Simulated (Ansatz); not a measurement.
FeO under changes of volume

One of the cells (10.013 Å³/atom); the others are scaled copies at fixed shape and fractional positions:

```
CELL_PARAMETERS angstrom
0.00000 2.15540 2.15540
2.15540 0.00000 2.15540
2.15540 2.15540 0.00000
ATOMIC_POSITIONS crystal
Fe 0.00000 0.00000 0.00000
O 0.50000 0.50000 0.50000
```

* Program: Ansatz 0.2.0
* Functional: PBE
* Potentials or basis: PseudoDojo stringent (PBE files)
* Cutoff: 1605 eV
* Density cutoff: 6422 eV
* k mesh: 11 × 11 × 11
* Occupations: fermi-dirac, width 0.05 eV
* Spin: collinear spin, ferromagnetic start
* Starting moments: [3.0, 0.0] μB

```csv
volume (Å³/atom),energy over the lowest point (meV/atom),pressure (GPa)
9.413,19.19,12.0
9.613,7.30,7.2
9.813,1.11,2.9
10.013,0.00,-0.9
10.214,3.43,-4.4
10.414,10.94,-7.5
10.614,?,?
```

What does the run at 10.614 Å³/atom give?

Energy over the lowest point 22.11 meV/atom; pressure -10.2 GPa.

Worked out: A Birch-Murnaghan fit of order 3 (a polynomial in V^(-2/3)) to the other rows has its minimum at 9.96 Å³/atom with B0 = V·E''(V) = 186 GPa and B' = 4.6. It gives 22.06 meV/atom at 10.614 Å³/atom, against the run's 22.11, and -dE/dV = -10.3 GPa, against -10.2.

Energies are extrapolated to zero smearing.

Caveats: a cell with one magnetic atom can't hold antiferromagnetic order, which such compounds often take.
